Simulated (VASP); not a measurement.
# Hf (I4/mmm) in VASP: further runs

Runs on Hf. Level: PBEsol. Tasks: single point.

Everything below comes from runs of VASP 6.6.1. Logs are shortened: lines on timing, memory, paths and dates and some standing lists are left out, and cuts for length are marked.

## Step 1: The cell of the first run

Symmetry: I4/mmm, No. 139, tetragonal system. The conventional cell has a = 3.140 Å, b = 3.140 Å, c = 4.085 Å, α = 90.00°, β = 90.00°, γ = 90.00°. Around Hf (site symmetry 4/mmm) lie 12 Hf at 3.02 to 3.14 Å.

This isn't the form of Hf at room conditions, which is hcp.

## Step 2: Single point, PBEsol (strain +0.000 along x and y, -0.080 along z, atoms carried along)

INCAR reads:

```
ALGO = Normal
EDIFF = 1E-6
ENCUT = 520
GGA = PS
ISIF = 2
ISMEAR = 0
LASPH = True
LCHARG = True
LELF = True
LREAL = False
LVHAR = True
LWAVE = False
NBANDS = 11
NELM = 100
PREC = Accurate
SIGMA = 0.15
```

KPOINTS reads:

```
k-points
0
Gamma
  18 18 18
```

POSCAR reads:

```
Hf
1.0
    0.0000000000      2.2200000000      2.0424000000
    2.2200000000      0.0000000000      2.0424000000
    2.2200000000      2.2200000000      0.0000000000
Hf
1
Direct
    0.0000000000      0.0000000000      0.0000000000
```

Potentials or basis: VASP PAW PBE potentials, release 64 (Hf_pv).

Run with:

```bash
> cat potpaw_PBE.64/Hf_pv/POTCAR > POTCAR
> mpirun -np 1 vasp_std > vasp.out
```

OUTCAR:

```text
EDIFF = 1E-6
   ENCUT = 520
   GGA = PS
   ISIF = 2
   ISMEAR = 0
   LASPH = True
   LREAL = False
   NELM = 100
   PREC = Accurate

 ion  position               nearest neighbor table
   1  0.000  0.000  0.000-

  LATTYP: Found a body centered tetragonal cell.
 ALAT       =     3.1395541085
 C/A-ratio  =     1.3010764774

  Lattice vectors:

 A1 = (   0.0000000000,  -2.2200000000,  -2.0424000000)
 A2 = (   0.0000000000,   2.2200000000,  -2.0424000000)
 A3 = (   2.2200000000,   0.0000000000,   2.0424000000)

Analysis of symmetry for initial positions (statically):
=====================================================================
 Subroutine PRICEL returns:
 Original cell was already a primitive cell.

 Routine SETGRP: Setting up the symmetry group for a
 body centered tetragonal supercell.

 Subroutine GETGRP returns: Found 16 space group operations
 (whereof 16 operations were pure point group operations)
 out of a pool of 16 trial point group operations.

The static configuration has the point symmetry D_4h.

Analysis of symmetry for dynamics (positions and initial velocities):
=====================================================================
 Subroutine PRICEL returns:
 Original cell was already a primitive cell.

 Routine SETGRP: Setting up the symmetry group for a
 body centered tetragonal supercell.

 Subroutine GETGRP returns: Found 16 space group operations
 (whereof 16 operations were pure point group operations)
 out of a pool of 16 trial point group operations.

The dynamic configuration has the point symmetry D_4h.

 Subroutine INISYM returns: Found 16 space group operations
 (whereof 16 operations are pure point group operations),
 and found     1 'primitive' translations

----------------------------------------------------------------------------------------

                                     Primitive cell

  volume of cell :      20.1315

  direct lattice vectors                    reciprocal lattice vectors
     0.000000000  2.220000000  2.042400000    -0.225225225  0.225225225  0.244810027
     2.220000000  0.000000000  2.042400000     0.225225225 -0.225225225  0.244810027
     2.220000000  2.220000000  0.000000000     0.225225225  0.225225225 -0.244810027

  length of vectors
     3.016587105  3.016587105  3.139554108     0.401727213  0.401727213  0.401727213

  position of ions in fractional coordinates (direct lattice)
     0.000000000  0.000000000  0.000000000

  ion indices of the primitive-cell ions
   primitive index   ion index
                 1           1

----------------------------------------------------------------------------------------

 KPOINTS: k-points

Automatic generation of k-mesh.
 Grid dimensions read from file:
 generate k-points for:   18   18   18

 Generating k-lattice:

  Cartesian coordinates                     Fractional coordinates (reciprocal lattice)
    -0.012512513  0.012512513  0.013600557     0.055555556  0.000000000  0.000000000
     0.012512513 -0.012512513  0.013600557     0.000000000  0.055555556  0.000000000
     0.012512513  0.012512513 -0.013600557    -0.000000000 -0.000000000  0.055555556

  Length of vectors
     0.022318179  0.022318179  0.022318179

  Shift w.r.t. Gamma in fractional coordinates (k-lattice)
     0.000000000  0.000000000  0.000000000

 Subroutine IBZKPT returns following result:
 ===========================================

 Found    480 irreducible k-points:

 Following reciprocal coordinates:
            Coordinates               Weight
  0.000000  0.000000  0.000000      1.000000
  0.055556 -0.000000  0.000000      8.000000
  0.111111 -0.000000  0.000000      8.000000
  0.166667  0.000000  0.000000      8.000000
  0.222222  0.000000  0.000000      8.000000
  0.277778  0.000000  0.000000      8.000000
[... 16 lines left out ...]
 -0.277778  0.055556  0.000000      8.000000
 -0.222222  0.055556  0.000000      8.000000
 [... further k-points ...]
   k-points           NKPTS =    480   k-points in BZ     NKDIM =    480   number of bands    NBANDS=     11
   number of dos      NEDOS =    301   number of ions     NIONS =      1
   total plane-waves  NPLWV =  13824
   dimension x,y,z NGX =    24 NGY =   24 NGZ =   24
   dimension x,y,z NGXF=    48 NGYF=   48 NGZF=   48
   ions per type =               1
   NGX,Y,Z   is equivalent  to a cutoff of  13.23, 13.23, 12.71 a.u.
   NGXF,Y,Z  is equivalent  to a cutoff of  26.45, 26.45, 25.42 a.u.
 SYSTEM =  unknown system
   PREC   = accura    normal or accurate (medium, high low for compatibility)
   ISTART =      0    job   : 0-new  1-cont  2-samecut
   ICHARG =      2    charge: 1-file 2-atom 10-const
   ISPIN  =      1    spin polarized calculation?
   LNONCOLLINEAR =      F non collinear calculations
   LSORBIT =      F    spin-orbit coupling
   LASPH  =      T    aspherical Exc in radial PAW
   ENCUT  =  520.0 eV  38.22 Ry    6.18 a.u.   5.61  5.61  5.84*2*pi/ulx,y,z
   NELM   =    100;   NELMIN=  2; NELMDL= -5     # of ELM steps
   EDIFF  = 0.1E-05   stopping-criterion for ELM
   LREAL  =      F    real-space projection
   EDIFFG = 0.1E-04   stopping-criterion for IOM
   NSW    =      0    number of steps for IOM
   IBRION =     -1    ionic relax: 0-MD 1-quasi-New 2-CG
   NFREE  =      0    steps in history (QN), initial steepest desc. (CG)
   ISIF   =      2    stress and relaxation
   ISYM   =      2    0-nonsym 1-usesym 2-fastsym
   POTIM  = 0.5000    time-step for ionic-motion
   TEBEG  =    0.0;   TEEND  =   0.0 temperature during run
   PSTRESS=    0.0 pullay stress
   NELECT =      10.0000    total number of electrons
   NUPDOWN=      -1.0000    fix difference up-down
   EMIN   =  10.00;   EMAX   =-10.00  energy-range for DOS
   EFERMI =   0.00;   METHOD = LEGACY
   ISMEAR =     0;   SIGMA  =   0.15  broadening in eV -4-tet -1-fermi 0-gaus
   EFERMI_NEDOS =   21; number of points for ismear=-14 and -15
   IALGO  =     38    algorithm
   IMIX   =      4    mixing-type and parameters
     AMIX     =   0.40;   BMIX     =  1.00
     AMIX_MAG =   1.60;   BMIX_MAG =  1.00
  volume/ion in A,a.u.               =      20.13       135.85
  Fermi-wavevector in a.u.,A,eV,Ry     =   1.296530  2.450087 22.871259  1.680990
  Thomas-Fermi vector in A             =   2.427980
   LORBIT       =      0    0 simple, 1 ext, 2 COOP (PROOUT), +10 PAW based schemes
   GGA     = PS    functional components
   LHFCALC =     F    Hartree Fock is set to
   AEXX    =    0.0000 exact exchange contribution
   IVDW    =     0    specifies the selected vdW correction
   LEPSILON=     F    determine dielectric tensor
   LRPA    =     F    only Hartree local field effects (RPA)
 non-spin polarized calculation
 Gauss-broadening in eV      SIGMA  =   0.15
  energy-cutoff  :      520.00
  volume of cell :       20.13
 maximum number of plane-waves:       558
   NGX = 11   NGY = 11   NGZ = 11

 number of electron      10.0000000 magnetization

 Free energy of the ion-electron system (eV)
  ---------------------------------------------------
  ext. energy  EPLUGINS =         0.00000000
  ---------------------------------------------------
  free energy    TOTEN  =       -10.39487686 eV

  energy without entropy =      -10.37875668  energy(sigma->0) =      -10.38681677

 E-fermi :   5.3196     XC(G=0): -11.8844

 val. band max:        5.3159715380   @ k =  -0.2778   0.3333   0.1667
 cond. band min:       5.3201663114   @ k =   0.5000   0.0000   0.1111
 fundamental gap:      0.0041947734
 Fermi energy:         5.3195869126

 k-point     1 :       0.0000    0.0000    0.0000
  band No.  band energies     occupation
      1     -24.2442      2.00000
      2     -24.2442      2.00000
      3     -24.2370      2.00000
      4      -2.2323      2.00000
      5       6.4830      0.00000
      6       6.4830      0.00000
      7       7.4705      0.00000
      8       9.1341      0.00000
      9      10.5643      0.00000
     10      17.1653      0.00000
     11      18.7412      0.00000

 k-point     2 :       0.0556   -0.0000    0.0000
  band No.  band energies     occupation
      1     -24.2801      2.00000
      2     -24.2509      2.00000
      3     -24.2422      2.00000
      4      -2.1082      2.00000
      5       6.4327      0.00000
      6       6.5387      0.00000
      7       7.4492      0.00000
      8       9.0881      0.00000
      9      10.4742      0.00000
     10      17.4442      0.00000
     11      18.7407      0.00000

 k-point     3 :       0.1111   -0.0000    0.0000
  band No.  band energies     occupation
      1     -24.3893      2.00000
      2     -24.2701      2.00000
      3     -24.2500      2.00000
      4      -1.7485      2.00000
      5       6.2319      0.00000
      6       6.6709      0.00000
      7       7.4742      0.00000
      8       9.0082      0.00000
      9      10.2550      0.00000
     10      18.1631      0.00000
     11      18.7388      0.00000

 k-point     4 :       0.1667    0.0000    0.0000
  band No.  band energies     occupation
      1     -24.5533      2.00000
      2     -24.2993      2.00000
      3     -24.2616      2.00000
      4      -1.1919      2.00000
      5       5.8912      0.00000
      6       6.7691      0.00000
      7       7.6001      0.00000
      8       9.0565      0.00000
      9      10.0378      0.00000
     10      18.5184      0.00000
     11      18.7517      0.00000

 k-point     5 :       0.2222    0.0000    0.0000
  band No.  band energies     occupation
      1     -24.7489      2.00000
      2     -24.3348      2.00000
      3     -24.2757      2.00000
      4      -0.5077      2.00000
      5       5.5501      0.02973
      6       6.7126      0.00000
      7       7.7048      0.00000
      8       9.4019      0.00000
      9       9.9980      0.00000
     10      17.8016      0.00000
     11      18.7459      0.00000
[... 211 lines left out ...]
 k-point    21 :      -0.3889    0.0556    0.0000
  band No.  band energies     occupation
      1     -25.2984      2.00000
      2     -24.4399      2.00000
      3     -24.3578      2.00000
      4       1.3337      2.00000
      5       5.7077      0.00025
      6       6.1286      0.00000
      7       7.1690      0.00000
      8      11.6158      0.00000
      9      11.9411      0.00000
     10      16.2900      0.00000
     11      18.0253      0.00000

 k-point    22 :      -0.3333    0.0556    0.0000
  band No.  band energies     occupation
      1     -25.1649      2.00000
      2     -24.4095      2.00000
      3     -24.3526      2.00000
      4       1.0148      2.00000
      5       5.4210      0.33913
      6       6.3158      0.00000
      7       7.2302      0.00000
      8      10.6781      0.00000
      9      11.4883      0.00000
     10      16.7263      0.00000
     11      18.7172      0.00000

 k-point    23 :      -0.2778    0.0556    0.0000
  band No.  band energies     occupation
      1     -24.9910      2.00000
      2     -24.3732      2.00000
      3     -24.3418      2.00000
      4       0.4726      2.00000
      5       5.3138      1.04384
      6       6.5600      0.00000
      7       7.3701      0.00000
      8       9.7803      0.00000
      9      10.9601      0.00000
     10      17.3513      0.00000
     11      18.7410      0.00000

 k-point    24 :      -0.2222    0.0556    0.0000
  band No.  band energies     occupation
      1     -24.7955      2.00000
      2     -24.3351      2.00000
      3     -24.3268      2.00000
      4      -0.2167      2.00000
      5       5.4327      0.28617
      6       6.7992      0.00000
      7       7.5333      0.00000
      8       9.0606      0.00000
      9      10.5215      0.00000
     10      18.0995      0.00000
     11      18.7492      0.00000

 [... further k-points ...]

------------------------ aborting loop because EDIFF is reached ----------------------------------------

  FORCE on cell =-STRESS in cart. coord.  units (eV):
  Direction    XX          YY          ZZ          XY          YZ          ZX
  --------------------------------------------------------------------------------------
  -------------------------------------------------------------------------------------
  Total        0.8201046      0.8201046      1.3115641      0.0000000     -0.0000000     -0.0000000
  in kB       65.2684187     65.2684187    104.3814562      0.0000000     -0.0000000     -0.0000000
  external PRESSURE =      78.3060979 kB  Pullay stress =       0.0000000 kB

 VOLUME and BASIS-vectors are now :
 -----------------------------------------------------------------------------
  energy-cutoff  :      520.00
  volume of cell :       20.13
      direct lattice vectors                 reciprocal lattice vectors
     0.000000000  2.220000000  2.042400000    -0.225225225  0.225225225  0.244810027
     2.220000000  0.000000000  2.042400000     0.225225225 -0.225225225  0.244810027
     2.220000000  2.220000000  0.000000000     0.225225225  0.225225225 -0.244810027

 POSITION                                       TOTAL-FORCE (eV/Angst)
 -----------------------------------------------------------------------------------
      0.00000      0.00000      0.00000         0.000000      0.000000      0.000000
 -----------------------------------------------------------------------------------
    total drift:                               -0.000000     -0.000000     -0.000000

  FREE ENERGIE OF THE ION-ELECTRON SYSTEM (eV)
  ---------------------------------------------------
  free  energy   TOTEN  =       -10.3948768558 eV

  energy  without entropy=      -10.3787566754  energy(sigma->0) =      -10.38681677
```

Wall time 89 s (1 thread of Intel Xeon Platinum 8375C at 2.90GHz (Ice Lake), shared host); peak memory 0.22 GiB.

What came out:

| Quantity | Value |
| --- | --- |
| Free energy | -10.3949 eV |
| Pressure | 7.8 GPa |
| Band gap on the k mesh | none (metal or under the smearing width) |

Stress tensor (GPa, compression positive):
```
 6.53  0.00  0.00
 0.00  6.53  0.00
 0.00  0.00 10.44
```

Levels at points of the mesh, in eV from the Fermi level:
```
           k point  band 3  band 4  band 5  band 6  band 7  band 8
(0.00, 0.00, 0.00)  -29.56   -7.55    1.16    1.16    2.15    3.81
(0.50, 0.00, 0.00)  -29.65   -3.94    0.58    1.04    1.82    6.66
(0.50, 0.50, 0.00)  -30.08   -3.62   -2.70    4.20    7.05    7.80
(0.50, 0.00, 0.50)  -29.84   -3.76   -2.37    2.71    6.90    7.22
```

Caveat: the PAW data sets were made with another functional, which shifts forces and pressure a little. The run has no spin-orbit coupling, so splittings on Hf are missing.

[end of part 1 of 2]
